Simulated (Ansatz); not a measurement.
Si2W:

```
W Si
1.0
    -1.60690    1.60690    3.91495
     1.60690   -1.60690    3.91495
     1.60690    1.60690   -3.91495
W Si
1 2
Direct
  0.00000 0.00000 0.00000
  0.66530 0.66530 0.00000
  0.33470 0.33470 0.00000
```

| Quantity | Value |
| --- | --- |
| Program | Ansatz 0.2.0 |
| Task | single point |
| Functional | PBE |
| Potentials or basis | Ansatz PAW |
| Cutoff | 420 eV (not typed: the program's choice for these potentials) |
| k mesh | 12 × 12 × 12 |
| Occupations | fermi-dirac, width 0.05 eV |
| Spin | no spin polarisation |

On this cell: pressure 3.3 GPa; largest force 0.076 eV/Å; band gap on the k mesh none (metal or under the smearing width).

The same run follows on a disturbed copy (atoms moved at random, drawn with an rms of 0.05 Å):

```
W Si
1.0
    -1.60690    1.60690    3.91495
     1.60690   -1.60690    3.91495
     1.60690    1.60690   -3.91495
W Si
1 2
Cartesian
  -0.0037 0.0416 -0.0061
  -0.0323 0.0589 5.1936
  -0.0748 -0.0102 2.6451
```

What changes?

The energy (extrapolated to zero smearing) moves by +15.9 meV/atom; pressure 4.3 GPa; largest force 0.962 eV/Å; band gap on the k mesh none (metal or under the smearing width).

Forces in eV/Å, atoms in the order of the input:
```
W   -0.577 -0.214  0.211
Si   0.032 -0.296  0.396
Si   0.545  0.510 -0.607
```

Stress tensor (GPa, compression positive):
```
 4.05  0.50 -0.46
 0.50  4.11 -0.67
-0.46 -0.67  4.65
```
